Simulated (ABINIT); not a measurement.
Runs of ABINIT 10.8.3 (patched build) on CoO. It takes space group I4/mmm (No. 139, tetragonal). Conventional cell: a = 3.016 Å, b = 3.016 Å, c = 4.214 Å, α = 90.00°, β = 90.00°, γ = 90.00°. Co (site symmetry 4/mmm) has 6 O at 2.11 to 2.13 Å as nearest neighbours. O (site symmetry 4/mmm) is surrounded by 6 Co at 2.11 to 2.13 Å. 

| task | level | potentials or basis | U | cell | k mesh | cutoff (eV) | cell freedom (optcell) | optimiser (ionmov) | cutoff smearing ecutsm (Ha) | force stop (Ha/bohr) | fine-grid cutoff | mesh quality | gap on the mesh (eV) | pressure (GPa) | moment (μB) | relaxed volume (Å³/atom) |
| --- | --- | --- | --- | --- | --- | --- | --- | --- | --- | --- | --- | --- | --- | --- | --- | --- |
| relaxation of cell and atoms | LDA-Teter | JTH PAW LDA v2.0 | - | relaxed | 9 × 9 × 9 | 707 | 2 | 2 | 0.5 | 2e-05 | 1306.15 eV | not flagged | none | 0.0 | 2.08 | 8.44 |
| relaxation of cell and atoms | PBEsol | PseudoDojo NC SR PBEsol v0.4.1 standard | - | relaxed | 9 × 9 × 9 | 1306 | 2 | 2 | 0.5 | 2e-05 | - | not flagged | none | 0.0 | (b) | 9.05 |
| single point | PBE | PseudoDojo NC SR PBE v0.4.1 standard | - | as given | 9 × 9 × 9 | 1252 | - | - | - | - | - | not flagged | none | -0.2 | 2.98 | - |
| Hund's J by linear response | WC+U | JTH PAW PBE v2.0 | Co d U = 4 eV | as given | 6 × 6 × 6 | 707 | - | - | - | - | 1306.15 eV | coarse | none | -4.8 | (a) | - |
| optical spectrum | PBE | PseudoDojo NC SR PBE v0.4.1 standard | - | as given | 12 × 12 × 12 | 1252 | - | - | - | - | - | not flagged | none | -0.2 | 2.98 | - |

Alike in all rows: spin collinear, ferromagnetic start; smearing fermi-dirac 0.05 eV.

Task: Estimate the missing entries.

Result: (a) 3.00; (b) 2.81.

Caveats: some runs use coarse meshes; a cell with one magnetic atom can't hold antiferromagnetic order, which such compounds often take; semilocal functionals often make such compounds metallic where correlation or magnetic order opens a gap, which also shifts bond lengths (some runs); the volume moved by -12 % from the deposited cell, more than functionals usually miss (some runs); the shifted atom has its images in every cell, so this scalar value isn't converged in cell size and belongs to these projectors alone (some runs); the PAW data sets were made with another functional, which shifts forces and pressure a little (some runs); the intraband (Drude) term is left out (some runs); spectra need much finer meshes, so this one isn't converged (some runs).

A k mesh can miss the band edges.

A gap of «none» marks a metal or a gap under the smearing width.

Not every run made on this cell is shown here.
